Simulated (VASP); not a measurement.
**Sn: relaxation of cell and atoms with PBEsol**

Crystal: Sn.

```
Sn
1.0
    -2.91615    2.91615    1.59115
     2.91615   -2.91615    1.59115
     2.91615    2.91615   -1.59115
Sn
2
Direct
  0.00000 0.00000 0.00000
  0.75000 0.25000 0.50000
```

```yaml
Program: VASP 6.6.1
Task: relaxation of cell and atoms
Functional: PBEsol
Potentials_or_basis: VASP PAW PBE potentials, release 64 (Sn_d)
Cutoff: 600 eV
k_mesh: 6 × 6 × 6
Occupations: gaussian, width 0.1 eV
Spin: no spin polarisation
Further_INCAR_settings: ALGO = Normal; EDIFF = 1e-07; IBRION = 2; EDIFFG = -0.005; NSW = 90; ISIF = 3
```

```
Relaxed volume                         : 26.82 Å³/atom
Relaxed cell                           : a = 4.424 Å, b = 4.424 Å, c = 4.424 Å, α = 97.20°, β = 97.20°, γ = 138.53°
Space group after relaxing (to 0.05 Å) : I4_1/amd (No. 141)
Energy gained by relaxing              : 2.5 meV/atom
Ionic steps                            : 5
Pressure after relaxing                : 0.0 GPa
Band gap on the k mesh                 : none (metal or under the smearing width)
```

Step by step:
```
step  energy change (eV)  largest force (eV/Å)  pressure (GPa)  volume (Å³)
   1              0.0000                0.0000           -0.42        54.12
   2             -0.0049                0.0000            0.09        53.56
   3             -0.0050                0.0000            0.14        53.52
   4             -0.0050                0.0000           -0.05        53.69
   5             -0.0050                0.0000            0.00        53.65
```

Final structure:
```xyz
2
Lattice="-2.9259 2.9259 1.5666 2.9259 -2.9259 1.5666 2.9259 2.9259 -1.5666" Properties=species:S:1:pos:R:3 pbc="T T T"
Sn    0.0000    0.0000    0.0000
Sn    0.0000    2.9259    0.7833
```

Levels at points of the mesh, in eV from the Fermi level:
```tsv
k point	band 11	band 12	band 13	band 14	band 15	band 16	band 17	band 18
(0.00, 0.00, 0.00)	-11.35	-3.91	-2.18	-2.18	2.77	6.01	6.01	7.07
(0.50, 0.00, 0.00)	-6.95	-5.50	-2.46	-1.91	-1.19	2.14	2.74	4.59
(0.50, 0.50, 0.00)	-9.11	-9.11	0.40	0.40	1.34	1.34	6.22	6.22
(0.50, 0.50, 0.50)	-7.79	-7.79	-5.01	-5.01	5.28	5.28	9.14	9.14
```

Wall time 54 s on 1 thread of Intel(R) Xeon(R) 6975P-C (Granite Rapids) (shared host), peak memory 0.22 GiB.

Caveat: the k mesh is coarse (spacing up to 0.37 Å⁻¹), so the values aren't converged; the PAW data sets were made with another functional, which shifts forces and pressure a little.
